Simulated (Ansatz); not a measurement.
BeTe under changes of volume

One of the cells (21.254 Å³/atom); the others are scaled copies at fixed shape and fractional positions:

```
CELL_PARAMETERS angstrom
0.00000 2.77000 2.77000
2.77000 0.00000 2.77000
2.77000 2.77000 0.00000
ATOMIC_POSITIONS crystal
Te 0.75000 0.75000 0.75000
Be 0.00000 0.00000 0.00000
```

```yaml
Program: Ansatz 0.2.0
Functional: PBE0
Potentials_or_basis: Ansatz PAW
Cutoff: "420 eV (not typed: the program's choice for these potentials)"
k_mesh: 6 × 6 × 6
Occupations: fermi-dirac, width 0.05 eV
Spin: no spin polarisation
```

```csv
volume (Å³/atom),energy over the lowest point (meV/atom),pressure (GPa),gap on the mesh (eV)
19.979,55.80,8.4,3.01
20.404,36.00,6.5,3.07
20.829,?,?,?
21.254,10.17,3.3,3.18
21.679,3.32,1.9,3.24
22.104,0.05,0.6,3.29
22.529,0.00,-0.6,3.34
```

Question: What does the run at 20.829 Å³/atom give?

Answer: Energy over the lowest point 20.94 meV/atom; pressure 4.8 GPa; gap on the mesh 3.13 eV.

Worked out: A Birch-Murnaghan fit of order 3 (a polynomial in V^(-2/3)) to the other rows has its minimum at 22.32 Å³/atom with B0 = V·E''(V) = 61 GPa and B' = 3.9. It gives 20.93 meV/atom at 20.829 Å³/atom, against the run's 20.94, and -dE/dV = 4.8 GPa, against 4.8. A straight line through the other rows of the gap, of slope 2.76 eV per unit of ln V, gives 3.13 eV, against the run's 3.13.

Energies are extrapolated to zero smearing.

Caveats: spin-orbit coupling is left out, which moves the levels of the heavy elements; the PAW data sets come from PBE, with cores solved anew for the run's functional, which leaves a small shift of forces and pressure; the thresholds are loose for stress.

A mesh can miss the band edges.
